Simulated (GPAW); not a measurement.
## CdS in GPAW: convergence with plane-wave cutoff (eV)

Input of the first run (plane-wave cutoff (eV) 200); the others differ in this setting and in those tied to it:

The input run.py:

```python
from ase.dft.bandgap import bandgap
from ase.io import read, write
from ase.units import GPa
from gpaw import GPAW, PW

atoms = read('POSCAR')

calc = GPAW(mode=PW(200),
            xc='LDA',
            kpts={'size': (8, 8, 8), 'gamma': True},
            occupations={'name': 'fermi-dirac', 'width': 0.05},
            nbands=18,
            convergence={'density': 1e-05, 'energy': 1e-05},
            maxiter=100,
            txt='gpaw.txt')
atoms.calc = calc
energy = atoms.get_potential_energy()
forces = atoms.get_forces()
stress = atoms.get_stress()
calc.write('gs.gpw')
write('result.traj', atoms)
print(f'Energy: {energy:.6f} eV')
print('Forces (eV/A):')
print(forces.round(4))
print('Stress (GPa):', (stress / GPa).round(3))
print('Fermi level:', round(calc.get_fermi_level(), 4), 'eV')
print(f'Gap: {bandgap(calc)[0]:.4f} eV, direct: {bandgap(calc, direct=True)[0]:.4f} eV')
```

The input POSCAR:

```
CdS
1.0
    0.0000000000      2.7532440000      2.7532440000
    2.7532440000      0.0000000000      2.7532440000
    2.7532440000      2.7532440000      0.0000000000
Cd S
1 1
Direct
    0.0000000000      0.0000000000      0.0000000000
    0.5000000000      0.5000000000      0.5000000000
```

Potentials or basis: the program's PAW data sets (release 1.2.1) made for this functional, pw.

Run with:

```sh
$ OMP_NUM_THREADS=1 python run.py
```

Measurements of this composition are mostly on another form, of space group No. 186.

Hardware: 1 thread of Arm Neoverse V2 (shared host).

Q: The values tried are 200, 250, 300, 350, 400, 500, 600, 800, 1000, loosest first. From which on does the pressure stay within 0.1 GPa of the tightest run that finished?

A: From 600 on.

| plane-wave cutoff (eV) | energy less the tightest run, at zero smearing (meV/atom) | pressure (GPa) | SCF cycles | CPU time (s) | peak memory (GiB) |
| --- | --- | --- | --- | --- | --- |
| 200 | 500.83 | -21.34 | 8 | 3.5 | 0.12 |
| 250 | 317.15 | -7.51 | 8 | 4 | 0.12 |
| 300 | 254.48 | -10.04 | 8 | 4.1 | 0.13 |
| 350 | 146.83 | -10.66 | 9 | 6.6 | 0.13 |
| 400 | 65.27 | -9.42 | 9 | 6.8 | 0.13 |
| 500 | 9.90 | -7.43 | 9 | 9.7 | 0.14 |
| 600 | 3.62 | -7.06 | 9 | 12 | 0.15 |
| 800 | 1.07 | -7.04 | 9 | 17 | 0.17 |
| 1000 | 0.00 | -7.02 | 9 | 23 | 0.2 |

Not settled before the last step: the energy (to 1 meV/atom). The tightest run that finished is the yardstick and may itself not be fully converged.
